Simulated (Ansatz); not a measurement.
**EuS (Fm-3m): equation of state**

The task here is to estimate one member of a computed series from the others.

The COD entry's cell or inner coordinates are ideal or old and differ from later refinements, so a difference from it is no clean test against experiment.

Program: Ansatz 0.2.0. Level of theory: DFT r²SCAN, scalar-relativistic, plane waves, PAW. These are calculated values, not measurements.

### The system as given

Symmetry: Fm-3m, No. 225, cubic system. Conventional cell: a = 5.873 Å, b = 5.873 Å, c = 5.873 Å, α = 90.00°, β = 90.00°, γ = 90.00°. Eu (site symmetry m-3m) has 6 S at 2.94 Å as nearest neighbours. Around S (site symmetry m-3m) lie 6 Eu at 2.94 Å.

As a file:

```xyz
2
Lattice="0.0000 2.9367 2.9367 2.9367 0.0000 2.9367 2.9367 2.9367 0.0000" Properties=species:S:1:pos:R:3 pbc="T T T"
Eu    0.0000    0.0000    0.0000
S     2.9367    2.9367    2.9367
```

This cell comes from an earlier session at r²SCAN: 25.326 Å³/atom at 0.00 GPa, on a 10×10×10 mesh.

Volume factors to run: 0.980, 1.020, 0.960, 1.040.

The first run:

Input file input.yaml:

```yaml
crystal:
  lattice:
    - [0.0, 2.9169669646, 2.9169669646]
    - [2.9169669646, 0.0, 2.9169669646]
    - [2.9169669646, 2.9169669646, 0.0]
  atoms:
    - { symbol: Eu, position: [0.0, 0.0, 0.0], spin: 7.47 }
    - { symbol: S, position: [0.5, 0.5, 0.5] }
basis:
  ecutwfc: 500
  ecutrho_ratio: 4
kpoints:
  mp_grid: { grid: [10, 10, 10] }
hamiltonian:
  xc: r2scan
scf:
  occupations: { method: gaussian, width: 0.05 }
output:
  forces: true
  stress: true
  eigenvalues: true
  populations: true
magnetization:
  spin_polarized: true
```

On the command line:

```
$ ansatz run input.yaml --threads 2 --pin off --max-ram 5120MiB --backend cpu --events-out ev --progress --plain --runs-dir out
```

Among the steps run: Scaling the volume by 0.980; Scaling the volume by 1.020; Scaling the volume by 0.960; At 1.040 of the relaxed volume.

One of the session's tables, all rows but one given; the rest of the session is left out.

It belongs to the step «The fit». 

```
volume (Å³/atom)  energy (meV/atom)  pressure (GPa)  moment of atom 1 (μB)
          24.313               7.35            2.40                   6.76
          24.820               1.79            1.14                   6.78
          25.326               0.00            0.00                   6.79
          25.833                  ?               ?                      ?
          26.339               6.27           -1.93                   6.82
```

Q: Estimate the row for volume (Å³/atom) = 25.833 from the others.

Worked estimate for «energy (meV/atom)». A straight line through the neighbours (25.326, 0.00) and (26.339, 6.27) gives 0.00 + (6.27 − 0.00) × (25.833 − 25.326) / (26.339 − 25.326) = 3.14; a parabola fitted to 3 rows on both sides gives 1.50.

The run gave: energy (meV/atom): 1.62; pressure (GPa): -1.02; moment of atom 1 (μB): 6.80. In «energy (meV/atom)» the line misses by +1.52 and the parabola by -0.12.

Limits of these values: Warnings in the runs' records: stability check not made, given moment on shells.
